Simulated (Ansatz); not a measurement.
**Ti: a tetragonal deformation path**

The task here is to estimate one member of a computed series from the others.

Computed with Ansatz 0.2.0 (DFT PBE, scalar-relativistic, plane waves, PAW, unless a step's input says otherwise).

## The system as given

The structure is cubic, space group Im-3m (No. 229). The conventional cell has a = 3.282 Å, b = 3.282 Å, c = 3.282 Å, α = 90.00°, β = 90.00°, γ = 90.00°. Ti (site symmetry m-3m) has 8 Ti at 2.84 Å as nearest neighbours.

Coordinates:

```xyz
1
Lattice="-1.6410 1.6410 1.6410 1.6410 -1.6410 1.6410 1.6410 1.6410 -1.6410" Properties=species:S:1:pos:R:3 pbc="T T T"
Ti    0.0000    0.0000    0.0000
```

No relaxation comes first: the listed cell is the starting point.

The first run:

The input, input.yaml:

```yaml
crystal:
  lattice:
    - [-1.641, 1.641, 1.641]
    - [1.641, -1.641, 1.641]
    - [1.641, 1.641, -1.641]
  atoms:
    - { symbol: Ti, position: [0.0, 0.0, 0.0] }
basis:
  ecutwfc: 350.0
kpoints:
  mp_grid: { grid: [22, 22, 22] }
hamiltonian:
  xc: pbe
scf:
  occupations: { method: gaussian, width: 0.15 }
output:
  forces: true
  stress: true
  eigenvalues: true
```

The run is started by

```sh
$ ansatz run input.yaml --threads 1 --pin off --max-ram 2560MiB --backend cpu --events-out ev --progress --plain --runs-dir out
```

Steps of the session up to this table: The undisturbed cell; Point ρ = 0.707; At ρ = 1.414; ρ = 0.850; Point ρ = 1.200; Point ρ = 0.780; ρ = 1.300; At ρ = 0.920; At ρ = 1.100; Point ρ = 0.650; ρ = 1.500; ρ = 0.960; At ρ = 1.050.

One table of the session follows, with a row left open; its other results are not shown here.

Collected from the runs (energy zero: the undisturbed cell):

```
    ρ  ΔE (meV/atom)  pressure (GPa)
0.650          220.1            -0.7
0.707           98.6            -1.8
0.780           14.9            -2.3
0.850          -11.7            -2.4
0.920           -7.5            -2.3
0.960           -1.8            -2.4
1.000            0.0            -2.4
1.050           -2.0            -2.4
1.100           -7.2            -2.2
1.200          -25.1            -1.8
1.300          -43.0            -1.7
1.414              ?               ?
1.500          -47.0            -1.7
```

Estimate the missing values for ρ = 1.414.

Worked estimate for «ΔE (meV/atom)». A straight line through the neighbours (1.300, -43.0) and (1.500, -47.0) gives -43.0 + (-47.0 + 43.0) × (1.414 − 1.300) / (1.500 − 1.300) = -45.3; a parabola fitted to 3 rows on both sides gives -50.5.

The run gave: ΔE (meV/atom): -51.2; pressure (GPa): -1.7. In «ΔE (meV/atom)» the line misses by +5.9 and the parabola by +0.7.

Limits of these values: Warnings in the runs' records: cutoff below recommended.
